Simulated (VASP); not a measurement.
# TiS2 (P-3m1) in VASP: further runs

One crystal, TiS2, is run at these levels: PBE, PBE+D3(BJ), LDA; tasks: density of states, phonons.

Everything below comes from runs of VASP 6.6.1. Logs are shortened: lines on timing, memory, paths and dates and some standing lists are left out, and cuts for length are marked.

## Step 1: Starting point

The structure is trigonal, space group P-3m1 (No. 164). The conventional cell has a = 3.358 Å, b = 3.358 Å, c = 5.523 Å, α = 90.00°, β = 90.00°, γ = 120.00°. Ti (site symmetry -3m) is surrounded by 6 S at 2.41 Å. S (site symmetry 3m) is surrounded by 3 Ti at 2.41 Å.

## Step 2: Density of states, PBE

Input file POSCAR:

```
TiS2                                    
1.0
    3.3584555061      0.0000000000      0.0000000000
   -1.6792277531      2.9085077858      0.0000000000
    0.0000000000      0.0000000000      5.5230876405
  Ti              S             
     1     2
Direct
     0.0000000000000000    0.0000000000000000    0.0000000000000000
     0.3333333332999970    0.6666666667000030    0.2587672932822827
     0.6666666667000030    0.3333333332999970    0.7412327067177173
```

Input file INCAR.step1:

```
  PREC = Accurate
  ENCUT = 520
  EDIFF = 1E-6
  ISMEAR = 1
  SIGMA = 0.1
  LREAL = F
  LASPH = T
  NELM = 80
  ALGO = Normal
  ISIF = 2
  LWAVE = F
  LCHARG = T
  LMAXMIX = 4
  GGA = PE
```

Input file KPOINTS.step1:

```
Automatic mesh
0
Gamma
  12 12 7
```

Input file INCAR.step2:

```
  PREC = Accurate
  ENCUT = 520
  EDIFF = 1E-6
  ISMEAR = -5
  SIGMA = 0.1
  LREAL = F
  LASPH = T
  NELM = 80
  ALGO = Normal
  ISIF = 2
  LWAVE = F
  LCHARG = F
  LMAXMIX = 4
  GGA = PE
  LORBIT = 10
  NEDOS = 1001
  ICHARG = 11
```

Input file KPOINTS.step2:

```
Automatic mesh
0
Gamma
  18 18 11
```

Potentials or basis: VASP PAW PBE potentials, release 64 (Ti_sv, S).

On the command line:

```console
cat potpaw_PBE.64/Ti_sv/POTCAR potpaw_PBE.64/S/POTCAR > POTCAR
cp INCAR.step1 INCAR
cp KPOINTS.step1 KPOINTS
mpirun -np 1 vasp_std > vasp.out
cp INCAR.step2 INCAR
cp KPOINTS.step2 KPOINTS
mpirun -np 1 vasp_std > vasp.out
```

OUTCAR:

```text
PREC = Accurate
   ENCUT = 520
   EDIFF = 1E-6
   ISMEAR = -5
   LREAL = F
   LASPH = T
   NELM = 80
   ISIF = 2
   GGA = PE
   LORBIT = 10
   ICHARG = 11

 ion  position               nearest neighbor table
   1  0.000  0.000  0.000-   2 2.41   3 2.41   3 2.41   2 2.41   3 2.41   2 2.41
   2  0.333  0.667  0.259-   1 2.41   1 2.41   1 2.41
   3  0.667  0.333  0.741-   1 2.41   1 2.41   1 2.41

  LATTYP: Found a hexagonal cell.
 ALAT       =     3.3584555061
 C/A-ratio  =     1.6445320268

  Lattice vectors:

 A1 = (   3.3584555061,   0.0000000000,   0.0000000000)
 A2 = (  -1.6792277531,   2.9085077858,   0.0000000000)
 A3 = (   0.0000000000,   0.0000000000,   5.5230876405)

Analysis of symmetry for initial positions (statically):
=====================================================================
 Subroutine PRICEL returns:
 Original cell was already a primitive cell.

 Routine SETGRP: Setting up the symmetry group for a
 hexagonal supercell.

 Subroutine GETGRP returns: Found 12 space group operations
 (whereof 12 operations were pure point group operations)
 out of a pool of 24 trial point group operations.

The static configuration has the point symmetry D_3d.

Analysis of symmetry for dynamics (positions and initial velocities):
=====================================================================
 Subroutine PRICEL returns:
 Original cell was already a primitive cell.

 Routine SETGRP: Setting up the symmetry group for a
 hexagonal supercell.

 Subroutine GETGRP returns: Found 12 space group operations
 (whereof 12 operations were pure point group operations)
 out of a pool of 24 trial point group operations.

The dynamic configuration has the point symmetry D_3d.

 Subroutine INISYM returns: Found 12 space group operations
 (whereof 12 operations are pure point group operations),
 and found     1 'primitive' translations

----------------------------------------------------------------------------------------

                                     Primitive cell

  volume of cell :      53.9500

  direct lattice vectors                    reciprocal lattice vectors
     3.358455506  0.000000000  0.000000000     0.297755917  0.171909459  0.000000000
    -1.679227753  2.908507786  0.000000000     0.000000000  0.343818918  0.000000000
     0.000000000  0.000000000  5.523087641     0.000000000  0.000000000  0.181058144

  length of vectors
     3.358455506  3.358455506  5.523087641     0.343818918  0.343818918  0.181058144

  position of ions in fractional coordinates (direct lattice)
     0.000000000  0.000000000  0.000000000
     0.333333333  0.666666667  0.258767293
     0.666666667  0.333333333  0.741232707

  ion indices of the primitive-cell ions
   primitive index   ion index
                 1           1
                 2           2
                 3           3

----------------------------------------------------------------------------------------

 KPOINTS: Automatic mesh

Automatic generation of k-mesh.
 Grid dimensions read from file:
 generate k-points for:   18   18   11

 Generating k-lattice:

  Cartesian coordinates                     Fractional coordinates (reciprocal lattice)
     0.016541995  0.009550526  0.000000000     0.055555556  0.000000000  0.000000000
     0.000000000  0.019101051  0.000000000     0.000000000  0.055555556  0.000000000
     0.000000000  0.000000000  0.016459831     0.000000000  0.000000000  0.090909091

  Length of vectors
     0.019101051  0.019101051  0.016459831

  Shift w.r.t. Gamma in fractional coordinates (k-lattice)
     0.000000000  0.000000000  0.000000000

 TETIRR: Found   5226 inequivalent tetrahedra from    21384

 Subroutine IBZKPT returns following result:
 ===========================================

 Found    357 irreducible k-points:

 Following reciprocal coordinates:
            Coordinates               Weight
  0.000000  0.000000  0.000000      1.000000
  0.055556  0.000000  0.000000      6.000000
  0.111111  0.000000  0.000000      6.000000
  0.166667  0.000000  0.000000      6.000000
  0.222222 -0.000000  0.000000      6.000000
  0.277778  0.000000  0.000000      6.000000
[... 16 lines left out ...]
  0.333333  0.111111  0.000000     12.000000
  0.388889  0.111111  0.000000     12.000000
 [... further k-points ...]
   k-points           NKPTS =    357   k-points in BZ     NKDIM =    357   number of bands    NBANDS=     16
   number of dos      NEDOS =   1001   number of ions     NIONS =      3
   total plane-waves  NPLWV =  32928
   dimension x,y,z NGX =    28 NGY =   28 NGZ =   42
   dimension x,y,z NGXF=    56 NGYF=   56 NGZF=   84
   ions per type =               1   2
   NGX,Y,Z   is equivalent  to a cutoff of  13.86, 13.86, 12.64 a.u.
   NGXF,Y,Z  is equivalent  to a cutoff of  27.72, 27.72, 25.28 a.u.
 SYSTEM =  unknown system
   PREC   = accura    normal or accurate (medium, high low for compatibility)
   ISTART =      0    job   : 0-new  1-cont  2-samecut
   ICHARG =     11    charge: 1-file 2-atom 10-const
   ISPIN  =      1    spin polarized calculation?
   LNONCOLLINEAR =      F non collinear calculations
   LSORBIT =      F    spin-orbit coupling
   LASPH  =      T    aspherical Exc in radial PAW
   ENCUT  =  520.0 eV  38.22 Ry    6.18 a.u.   6.24  6.24 10.27*2*pi/ulx,y,z
   NELM   =     80;   NELMIN=  2; NELMDL=  0     # of ELM steps
   EDIFF  = 0.1E-05   stopping-criterion for ELM
   LREAL  =      F    real-space projection
   EDIFFG = 0.1E-04   stopping-criterion for IOM
   NSW    =      0    number of steps for IOM
   IBRION =     -1    ionic relax: 0-MD 1-quasi-New 2-CG
   NFREE  =      0    steps in history (QN), initial steepest desc. (CG)
   ISIF   =      2    stress and relaxation
   ISYM   =      2    0-nonsym 1-usesym 2-fastsym
   POTIM  = 0.5000    time-step for ionic-motion
   TEBEG  =    0.0;   TEEND  =   0.0 temperature during run
   PSTRESS=    0.0 pullay stress
   NELECT =      24.0000    total number of electrons
   NUPDOWN=      -1.0000    fix difference up-down
   EMIN   =  10.00;   EMAX   =-10.00  energy-range for DOS
   EFERMI =   0.00;   METHOD = LEGACY
   ISMEAR =    -5;   SIGMA  =   0.10  broadening in eV -4-tet -1-fermi 0-gaus
   EFERMI_NEDOS =   21; number of points for ismear=-14 and -15
   IALGO  =     38    algorithm
   IMIX   =      4    mixing-type and parameters
     AMIX     =   0.40;   BMIX     =  1.00
     AMIX_MAG =   1.60;   BMIX_MAG =  1.00
  volume/ion in A,a.u.               =      17.98       121.36
  Fermi-wavevector in a.u.,A,eV,Ry     =   1.249726  2.361639 21.249770  1.561814
  Thomas-Fermi vector in A             =   2.383753
   LORBIT       =     10    0 simple, 1 ext, 2 COOP (PROOUT), +10 PAW based schemes
   GGA     = PE    functional components
   LHFCALC =     F    Hartree Fock is set to
   AEXX    =    0.0000 exact exchange contribution
   IVDW    =     0    specifies the selected vdW correction
   LEPSILON=     F    determine dielectric tensor
   LRPA    =     F    only Hartree local field effects (RPA)
 non-spin polarized calculation
 Fermi weights with tetrahedron method with Bloechl corrections
  energy-cutoff  :      520.00
  volume of cell :       53.95
 maximum number of plane-waves:      1480
 NGX is ok and might be reduce to    28

 number of electron      23.9999997 magnetization

 Free energy of the ion-electron system (eV)
  ---------------------------------------------------
  ext. energy  EPLUGINS =         0.00000000
  ---------------------------------------------------
  free energy    TOTEN  =       -19.87462991 eV

  energy without entropy =      -19.87462991  energy(sigma->0) =      -19.87462991

 E-fermi :   6.1474     XC(G=0): -10.4420

 val. band max:        6.3161178767   @ k =   0.0000   0.0000   0.0000
 cond. band min:       6.1186116365   @ k =   0.0000   0.3889   0.3636
 fundamental gap:     -0.1975062402
 Fermi energy:         6.1473952603

 k-point     1 :       0.0000    0.0000    0.0000
  band No.  band energies     occupation
      1     -51.3901      2.00000
      2     -27.6246      2.00000
      3     -27.5737      2.00000
      4     -27.5737      2.00000
      5      -7.8770      2.00000
      6      -5.9734      2.00000
[... 8 lines left out ...]
     15       7.0307      0.00000
     16       9.6245      0.00000

 k-point     2 :       0.0556    0.0000    0.0000
  band No.  band energies     occupation
      1     -51.3896      2.00000
      2     -27.6236      2.00000
      3     -27.5783      2.00000
      4     -27.5747      2.00000
      5      -7.8379      2.00000
      6      -5.9653      2.00000
[... 8 lines left out ...]
     15       7.1239      0.00000
     16       9.5489      0.00000

 k-point     3 :       0.1111    0.0000    0.0000
  band No.  band energies     occupation
      1     -51.3884      2.00000
      2     -27.6210      2.00000
      3     -27.5917      2.00000
      4     -27.5777      2.00000
      5      -7.7226      2.00000
      6      -5.9420      2.00000
[... 8 lines left out ...]
     15       7.3373      0.00000
     16       9.4598      0.00000
[... 362 lines left out ...]
 k-point    23 :       0.3333    0.1111    0.0000
  band No.  band energies     occupation
      1     -51.3765      2.00000
      2     -27.7047      2.00000
      3     -27.6146      2.00000
      4     -27.5960      2.00000
      5      -6.3374      2.00000
      6      -5.7862      2.00000
[... 8 lines left out ...]
     15       8.1759      0.00000
     16       9.4767      0.00000

 k-point    24 :       0.3889    0.1111    0.0000
  band No.  band energies     occupation
      1     -51.3753      2.00000
      2     -27.7159      2.00000
      3     -27.6184      2.00000
      4     -27.5936      2.00000
      5      -6.0980      2.00000
      6      -5.8262      2.00000
[... 8 lines left out ...]
     15       8.2030      0.00000
     16       9.6214      0.00000

 [... further k-points ...]

------------------------ aborting loop because EDIFF is reached ----------------------------------------

  FORCE on cell =-STRESS in cart. coord.  units (eV):
  Direction    XX          YY          ZZ          XY          YZ          ZX
  --------------------------------------------------------------------------------------
  -------------------------------------------------------------------------------------
  Total        1.2061497      1.2061497      1.1259317     -0.0000000      0.0000000     -0.0000000
  in kB       35.8195424     35.8195424     33.4372741     -0.0000000      0.0000000     -0.0000000
  external PRESSURE =      35.0254530 kB  Pullay stress =       0.0000000 kB

 VOLUME and BASIS-vectors are now :
 -----------------------------------------------------------------------------
  energy-cutoff  :      520.00
  volume of cell :       53.95
      direct lattice vectors                 reciprocal lattice vectors
     3.358455506  0.000000000  0.000000000     0.297755917  0.171909459  0.000000000
    -1.679227753  2.908507786  0.000000000     0.000000000  0.343818918  0.000000000
     0.000000000  0.000000000  5.523087641     0.000000000  0.000000000  0.181058144

 POSITION                                       TOTAL-FORCE (eV/Angst)
 -----------------------------------------------------------------------------------
      0.00000      0.00000      0.00000        -0.000000      0.000000      0.000000
     -0.00000      1.93901      1.42919         0.000000      0.000000     -0.021728
      1.67923      0.96950      4.09389        -0.000000      0.000000      0.021728
 -----------------------------------------------------------------------------------
    total drift:                                0.000000      0.000000      0.000000

  FREE ENERGIE OF THE ION-ELECTRON SYSTEM (eV)
  ---------------------------------------------------
  free  energy   TOTEN  =       -19.8746299132 eV

  energy  without entropy=      -19.8746299132  energy(sigma->0) =      -19.87462991

 total charge

# of ion       s       p       d       tot
------------------------------------------
    1        2.192   6.201   1.823  10.216
    2        1.358   2.382   0.000   3.740
    3        1.358   2.382   0.000   3.740
--------------------------------------------------
tot          4.908  10.965   1.823  17.696
```

Run time: 2.2 min. Hardware: 1 thread of Intel Xeon 6975P-C (Granite Rapids), shared host; peak memory 0.39 GiB.

Results:

```
Valence electrons inside the program's atomic spheres : Ti 10.22; S 3.74
```

Levels at points of the mesh, in eV from the Fermi level:
| k point | band 10 | band 11 | band 12 | band 13 | band 14 | band 15 |
| --- | --- | --- | --- | --- | --- | --- |
| (0.00, 0.00, 0.00) | 0.17 | 0.18 | 0.18 | 0.55 | 0.55 | 0.88 |
| (0.50, 0.00, 0.00) | -2.89 | -2.63 | -1.63 | 0.19 | 1.67 | 2.11 |

States per cell in windows of 1 eV (zero at the Fermi level; states under -8 eV left out):
| from (eV) | total | Ti1_d | S2_p | S3_p | Ti1_p | Ti1_s | S2_s |
| --- | --- | --- | --- | --- | --- | --- | --- |
| -8.0 | 0.00 | 0.00 | 0.00 | 0.00 | 0.00 | 0.00 | 0.00 |
| -7.0 | 0.00 | 0.00 | 0.00 | 0.00 | 0.00 | 0.00 | 0.00 |
| -6.0 | 0.57 | 0.04 | 0.09 | 0.09 | 0.00 | 0.03 | 0.00 |
| -5.0 | 2.58 | 0.24 | 0.46 | 0.46 | 0.06 | 0.06 | 0.02 |
| -4.0 | 2.07 | 0.28 | 0.38 | 0.38 | 0.05 | 0.04 | 0.02 |
| -3.0 | 4.10 | 0.89 | 0.80 | 0.80 | 0.07 | 0.02 | 0.02 |
| -2.0 | 2.31 | 0.26 | 0.53 | 0.53 | 0.07 | 0.01 | 0.01 |
| -1.0 | 0.59 | 0.08 | 0.14 | 0.14 | 0.01 | 0.00 | 0.00 |
| 0.0 | 1.80 | 1.15 | 0.09 | 0.09 | 0.01 | 0.01 | 0.01 |
| 1.0 | 3.63 | 2.69 | 0.18 | 0.18 | 0.01 | 0.01 | 0.01 |
| 2.0 | 1.04 | 0.75 | 0.05 | 0.05 | 0.00 | 0.01 | 0.01 |
| 3.0 | 1.76 | 1.01 | 0.16 | 0.16 | 0.00 | 0.00 | 0.01 |
| 4.0 | 0.00 | 0.00 | 0.00 | 0.00 | 0.00 | 0.00 | 0.00 |
| 5.0 | 0.00 | 0.00 | 0.00 | 0.00 | 0.00 | 0.00 | 0.00 |
| 6.0 | 0.00 | 0.00 | 0.00 | 0.00 | 0.00 | 0.00 | 0.00 |

Caveat: tetrahedron occupations give inexact forces and stress in metals.

[end of part 1 of 2]
